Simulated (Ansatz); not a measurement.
# Calculated 73Ge NMR of the central transition for GeS

Cell: a computed structure from the Materials Project (it need not be an observed phase) whose atoms were relaxed with PBE, the cell held.

```cif
data_GeS
_symmetry_space_group_name_H-M 'Pnma'
_symmetry_Int_Tables_number 62
_cell_length_a 10.7808
_cell_length_b 3.6031
_cell_length_c 4.5231
_cell_angle_alpha 90.000
_cell_angle_beta 90.000
_cell_angle_gamma 90.000
loop_
_atom_site_label
_atom_site_type_symbol
_atom_site_symmetry_multiplicity
_atom_site_Wyckoff_symbol
_atom_site_fract_x
_atom_site_fract_y
_atom_site_fract_z
Ge Ge 4 c 0.8745 0.2500 0.3582
S S 4 c 0.6532 0.2500 0.4990
```

One atom of each set is listed.

The numbers come from a DFT calculation in Ansatz (PBE, plane waves and PAW, scalar-relativistic, 420 eV cutoff, Γ-centred 3×9×7 k-points, Fermi–Dirac smearing 0.01 eV).

73Ge has I = 9/2 and Q = -196.0 mb (Pyykkö 2018); at 9.4 T its Larmor frequency is ν₀ = 14.0 MHz. Only the quadrupole interaction is simulated: positions count from each site's isotropic chemical shift, and shift anisotropy, dipolar and J coupling are left out.

Question: What does the 73Ge spectrum (static powder) show for each site?

Answer: 

```
site         first shell  C_Q (MHz)     η  P_Q (MHz)  δ_QIS (ppm)  breadth (kHz)
  Ge  3 S at 2.44–2.47 Å       37.1  0.30       37.7       -10058            902
```

δ_QIS = −(ν_Q²/30ν₀²)[I(I+1) − 3/4](1 + η²/3) × 10⁶ ppm with ν_Q = 3|C_Q|/[2I(2I−1)]; it falls as 1/B₀² in ppm, and the breadth as 1/B₀ in kHz.

At Ge V_zz stands upright on the plane through its three neighbours (within 2°).
